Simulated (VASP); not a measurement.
# LiH (strained rocksalt): a PBE single-point calculation in VASP

INCAR

```
EDIFF = 1E-7
ENCUT = 520
GGA = PE
NSW = 0
LELF = .TRUE.
LCHARG = .TRUE.
LASPH = .TRUE.
LWAVE = .FALSE.
NBANDS = 9
IBRION = -1
SIGMA = 0.02
NELM = 120
LREAL = .FALSE.
ISIF = 2
ISMEAR = -1
PREC = Accurate
```

KPOINTS

```
KPOINTS created by Atomic Simulation Environment
0
Gamma
10 10 10
0 0 0
```

KPOINTS_OPT

```
special points
8
Reciprocal
0.0000000000 0.0000000000 0.0000000000 1
0.5000000000 0.0000000000 0.5000000000 1
0.6250000000 0.2500000000 0.6250000000 1
0.3750000000 0.3750000000 0.7500000000 1
0.5000000000 0.5000000000 0.5000000000 1
0.5000000000 0.2500000000 0.7500000000 1
0.5000000000 0.5000000000 0.0000000000 1
0.0000000000 0.5000000000 0.5000000000 1
```

POSCAR

```
Li H
 1.0000000000000000
     0.0000000000000000    2.0330397637000002    1.9934559256000000
     2.0330397637000002    0.0000000000000000    1.9934559256000000
     2.0330397637000002    2.0330397637000002    0.0000000000000000
 Li  H
   1   1
Cartesian
  0.0000000000000000  0.0000000000000000  0.0000000000000000
  2.0330397636999997  2.0330397636999997  1.9934559256000000
```

VASP ran with the recommended PBE PAW datasets (4 valence electrons in the cell).

Command

```
mpirun -np 1 vasp_std
```

OSZICAR

```
N       E                     dE             d eps       ncg     rms          rms(c)
DAV:   1    -0.212888518523E+01   -0.21289E+01   -0.14174E+03  1884   0.412E+02
DAV:   2    -0.631824884037E+01   -0.41894E+01   -0.41737E+01  2634   0.536E+01
DAV:   3    -0.636656230969E+01   -0.48313E-01   -0.48300E-01  2252   0.483E+00
DAV:   4    -0.636678086740E+01   -0.21856E-03   -0.21853E-03  2607   0.276E-01
DAV:   5    -0.636678200492E+01   -0.11375E-05   -0.11375E-05  2238   0.144E-02    0.286E+00
DAV:   6    -0.618404516712E+01    0.18274E+00   -0.15067E-01  2027   0.120E+00    0.143E+00
DAV:   7    -0.612338392936E+01    0.60661E-01   -0.19291E-01  2147   0.154E+00    0.220E-01
DAV:   8    -0.612523765590E+01   -0.18537E-02   -0.45682E-03  2206   0.435E-01    0.432E-02
DAV:   9    -0.612516602475E+01    0.71631E-04   -0.15822E-04  2404   0.476E-02    0.719E-03
DAV:  10    -0.612516074135E+01    0.52834E-05   -0.63597E-06  2112   0.179E-02    0.239E-03
DAV:  11    -0.612515988951E+01    0.85184E-06   -0.19082E-07  2738   0.209E-03    0.551E-04
DAV:  12    -0.612515907183E+01    0.81768E-06   -0.51094E-09  1253   0.605E-04    0.446E-04
DAV:  13    -0.612515925386E+01   -0.18203E-06   -0.87357E-09  1140   0.423E-04    0.289E-05
DAV:  14    -0.612515928758E+01   -0.33723E-07   -0.33912E-10  1101   0.157E-04
   1 F= -.61251593E+01 E0= -.61251593E+01  d E =-.194678E-13
       N       E                     dE             ncg
DAV:   1    -0.108794520804E+03   -0.20407E+04      144
DAV:   2    -0.141993449978E+03   -0.33199E+02      217
DAV:   3    -0.142317294746E+03   -0.32384E+00      229
DAV:   4    -0.142317414890E+03   -0.12014E-03      205
DAV:   5    -0.142317415171E+03   -0.28125E-06      197
DAV:   6    -0.142317415173E+03   -0.19688E-08      192
```

From OUTCAR

```
k-points           NKPTS =    102   k-points in BZ     NKDIM =    102   number of bands    NBANDS=      9

   NELECT =       4.0000    total number of electrons

   dimension x,y,z NGX =    24 NGY =   24 NGZ =   24
   dimension x,y,z NGXF=    48 NGYF=   48 NGZF=   48

  energy-cutoff  :      520.00
  volume of cell :       16.48
      direct lattice vectors                 reciprocal lattice vectors
     0.000000000  2.033039764  1.993455926    -0.245937147  0.245937147  0.250820695
     2.033039764  0.000000000  1.993455926     0.245937147 -0.245937147  0.250820695
     2.033039764  2.033039764  0.000000000     0.245937147  0.245937147 -0.250820695

 k-points in reciprocal lattice and weights: KPOINTS created by Atomic Simulation Env
   0.00000000  0.00000000  0.00000000       0.001
   0.10000000  0.00000000  0.00000000       0.008
   0.20000000  0.00000000  0.00000000       0.008
   0.30000000  0.00000000  0.00000000       0.008
   0.40000000  0.00000000  0.00000000       0.008
   0.50000000  0.00000000  0.00000000       0.004
   0.10000000  0.10000000  0.00000000       0.002
   0.20000000  0.10000000  0.00000000       0.008
   ...

 E-fermi :   0.5776

 k-point     1 :       0.0000    0.0000    0.0000
  band No.  band energies     occupation
      1     -44.3283      2.00000
      2      -5.3604      2.00000
      3      15.7688      0.00000
      4      17.5325      0.00000
      5      17.7001      0.00000
      6      17.7001      0.00000
      7      22.2830      0.00000
      8      22.2830      0.00000
      9      22.3927      0.00000

 k-point     2 :       0.1000    0.0000    0.0000
  band No.  band energies     occupation
      1     -44.3242      2.00000
      2      -5.1850      2.00000
      3      14.3641      0.00000
      4      16.6326      0.00000
      5      17.2504      0.00000
      6      17.2802      0.00000
      7      21.7503      0.00000
      8      23.1224      0.00000
      9      23.1576      0.00000

 k-point     3 :       0.2000    0.0000    0.0000
  band No.  band energies     occupation
      1     -44.3137      2.00000
      2      -4.6727      2.00000
      3      11.1952      0.00000
      4      15.3583      0.00000
      5      16.6022      0.00000
      6      16.7058      0.00000
      7      22.5294      0.00000
      8      22.6071      0.00000
      9      23.2862      0.00000

 k-point     4 :       0.3000    0.0000    0.0000
  band No.  band energies     occupation
      1     -44.3005      2.00000
      2      -3.8828      2.00000
      3       8.1040      0.00000
      4      14.3278      0.00000
      5      16.1695      0.00000
      6      16.3987      0.00000
      7      20.5996      0.00000
      8      21.1758      0.00000
      9      24.1028      0.00000

 k-point     5 :       0.4000    0.0000    0.0000
  band No.  band energies     occupation
      1     -44.2898      2.00000
      2      -3.0141      2.00000
      3       5.7821      0.00000
      4      13.6575      0.00000
      5      16.0591      0.00000
      6      16.4022      0.00000
      7      19.1695      0.00000
      8      19.6544      0.00000
      9      25.8760      0.00000

 k-point     6 :       0.5000    0.0000    0.0000
  band No.  band energies     occupation
      1     -44.2858      2.00000
      2      -2.5783      2.00000
      3       4.8525      0.00000
      4      13.4260      0.00000
      5      16.0909      0.00000
      6      16.4954      0.00000
      7      18.6177      0.00000
      8      19.0464      0.00000
      9      26.8949      0.00000

 k-point     7 :       0.1000    0.1000    0.0000
  band No.  band energies     occupation
      1     -44.3227      2.00000
      2      -5.1203      2.00000
      3      14.5298      0.00000
      4      16.0065      0.00000
      5      16.0065      0.00000
      6      18.4821      0.00000
      7      19.6296      0.00000
      8      24.5716      0.00000
      9      24.5716      0.00000

 k-point     8 :       0.2000    0.1000    0.0000
  band No.  band energies     occupation
      1     -44.3142      2.00000
      2      -4.7082      2.00000
      3      12.2486      0.00000
      4      14.6874      0.00000
      5      14.9706      0.00000
      6      18.3242      0.00000
      7      19.8075      0.00000
      8      23.3735      0.00000
      9      25.5071      0.00000

 k-point     9 :       0.3000    0.1000    0.0000
  band No.  band energies     occupation
      1     -44.3019      2.00000
      2      -3.9867      2.00000
      3       9.0977      0.00000
      4      13.5340      0.00000
      5      14.3692      0.00000
      6      17.5439      0.00000
      7      21.2430      0.00000
      8      22.3853      0.00000
      9      23.6171      0.00000

 k-point    10 :       0.4000    0.1000    0.0000
  band No.  band energies     occupation
      1     -44.2904      2.00000
      2      -3.0911      2.00000
      3       6.4707      0.00000
      4      12.6544      0.00000
      5      14.2554      0.00000
      6      16.6153      0.00000
      7      21.1618      0.00000
      8      21.8542      0.00000
      9      24.2628      0.00000

 k-point    11 :       0.5000    0.1000    0.0000
  band No.  band energies     occupation
      1     -44.2844      2.00000
      2      -2.4267      2.00000
      3       5.0025      0.00000
      4      12.1370      0.00000
      5      14.6356      0.00000
      6      15.8321      0.00000
      7      20.5949      0.00000
      8      21.3939      0.00000
      9      26.5207      0.00000

 k-point    12 :      -0.4000    0.1000    0.0000
  band No.  band energies     occupation
      1     -44.2859      2.00000
      2      -2.5978      2.00000
      3       5.3508      0.00000
      4      12.0091      0.00000
      5      15.4171      0.00000
      6      15.4792      0.00000
      7      19.8991      0.00000
      8      22.2194      0.00000
      9      26.4304      0.00000

 k-point    13 :      -0.3000    0.1000    0.0000
  band No.  band energies     occupation
      1     -44.2945      2.00000
      2      -3.4188      2.00000
      3       7.3232      0.00000
      4      12.2528      0.00000
      5      15.4785      0.00000
      6      16.6614      0.00000
      7      19.8609      0.00000
      8      23.4483      0.00000
      9      24.5828      0.00000

 k-point    14 :      -0.2000    0.1000    0.0000
  band No.  band energies     occupation
      1     -44.3069      2.00000
      2      -4.2795      2.00000
      3      10.2287      0.00000
      4      12.8465      0.00000
      5      15.9957      0.00000
      6      17.7717      0.00000
      7      20.7548      0.00000
      8      22.6246      0.00000
      9      24.7938      0.00000

 k-point    15 :      -0.1000    0.1000    0.0000
  band No.  band energies     occupation
      1     -44.3183      2.00000
      2      -4.8975      2.00000
      3      13.1631      0.00000
      4      14.1609      0.00000
      5      16.7013      0.00000
      6      18.1154      0.00000
      7      21.5777      0.00000
      8      22.7799      0.00000
      9      23.0097      0.00000

 k-point    16 :       0.2000    0.2000    0.0000
  band No.  band energies     occupation
      1     -44.3082      2.00000
      2      -4.3855      2.00000
      3      12.1195      0.00000
      4      13.6962      0.00000
      5      13.6962      0.00000
      6      17.0124      0.00000
      7      18.0568      0.00000
      8      24.8744      0.00000
      9      27.9549      0.00000

 k-point    17 :       0.3000    0.2000    0.0000
  band No.  band energies     occupation
      1     -44.2980      2.00000
      2      -3.7274      2.00000
      3       9.8419      0.00000
      4      12.1475      0.00000
      5      12.9029      0.00000
      6      17.0894      0.00000
      7      17.9330      0.00000
      8      25.3462      0.00000
      9      27.2200      0.00000

 k-point    18 :       0.4000    0.2000    0.0000
  band No.  band energies     occupation
      1     -44.2875      2.00000
      2      -2.8249      2.00000
      3       7.2177      0.00000
      4      10.7210      0.00000
      5      12.6231      0.00000
      6      16.4468      0.00000
      7      20.0360      0.00000
      8      25.3875      0.00000
      9      25.5075      0.00000

 k-point    19 :       0.5000    0.2000    0.0000
  band No.  band energies     occupation
      1     -44.2807      2.00000
      2      -1.9829      2.00000
      3       5.3648      0.00000
      4       9.7657      0.00000
      5      12.8662      0.00000
      6      15.8387      0.00000
      7      22.5623      0.00000
      8      23.9142      0.00000
      9      26.2943      0.00000

 ...

  Total       -0.1521033     -0.1521033     -0.0206170      0.0000000      0.0000000      0.0000000
  in kB      -14.7883840    -14.7883840     -2.0045059      0.0000000      0.0000000      0.0000000
  external PRESSURE =     -10.5270913 kB  Pullay stress =       0.0000000 kB

 POSITION                                       TOTAL-FORCE (eV/Angst)
 -----------------------------------------------------------------------------------
      0.00000      0.00000      0.00000         0.000000     -0.000000      0.000000
      2.03304      2.03304      1.99346        -0.000000      0.000000     -0.000000
 -----------------------------------------------------------------------------------
    total drift:                                0.000000     -0.000000     -0.000000

  FREE ENERGIE OF THE ION-ELECTRON SYSTEM (eV)
  ---------------------------------------------------
  free  energy   TOTEN  =        -6.1251592876 eV

  energy  without entropy=       -6.1251592876  energy(sigma->0) =       -6.12515929
```

```json
{
 "gap between bands v and c": "2.81 eV",
 "least direct gap": "2.96 eV",
 "pressure": "-1.1 GPa"
}
```

Band v is the last that the valence electrons fill when counted band by band, and c is the next.

The run took about 11 s on one core of a shared host (Intel Xeon Platinum 8488C) and held 0.14 GiB at most.
